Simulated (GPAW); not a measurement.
## Fitting the PBE energy curve of Ni3Al

```cif
data_structure
_symmetry_space_group_name_H-M 'P 1'
_symmetry_Int_Tables_number 1
_cell_length_a 3.5231
_cell_length_b 3.5231
_cell_length_c 3.5231
_cell_angle_alpha 90.000
_cell_angle_beta 90.000
_cell_angle_gamma 90.000
_cell_volume 43.73
loop_
_atom_site_label
_atom_site_type_symbol
_atom_site_fract_x
_atom_site_fract_y
_atom_site_fract_z
_atom_site_occupancy
Ni1 Ni 0.50000 0.50000 0.00000 1
Ni2 Ni 0.50000 0.00000 0.50000 1
Ni3 Ni 0.00000 0.50000 0.50000 1
Al1 Al 0.00000 0.00000 0.00000 1
```

The cell is a database's computed one, not the measured one.

The cell was scaled at fixed shape and fractions and run with GPAW, GPAW PAW data sets (gpaw-data 1.2.1), cutoff 600 eV; PBE, k mesh 6 × 6 × 6 on the cell of 4 atoms, fermi-dirac occupations of 0.05 eV, collinear spin, ferromagnetic start, no spin-orbit coupling. Energies are those that the program minimises, any entropy of the smearing included. For a metal such a mesh isn't converged to the digits shown. The magnetic state is the one that the start led to, which needn't be the lowest.

```csv
V (Å³/atom),energy over the lowest row (meV/atom)
10.2760,81.40
10.4947,?
10.7133,28.78
10.9320,13.21
11.1506,3.81
11.3692,0.00
11.5879,1.18
```

Q: Fit the third-order Birch-Murnaghan form, give V0, B0 and B′, and predict the energy left open.

A: With y = (V0/V)^(2/3), E = E0 + (9 V0 B0/16) [(y - 1)³ B′ + (y - 1)² (6 - 4y)]. Least squares through the rows shown give V0 = 11.4238 Å³/atom, E0 = -0.16 meV, B0 = 186.5 GPa (1 eV/Å³ = 160.218 GPa) and B′ = 4.53, with a largest miss of 0.03 meV. At V = 10.4947 the form with these constants gives 51.26 meV; the run gave 51.25 meV an atom.
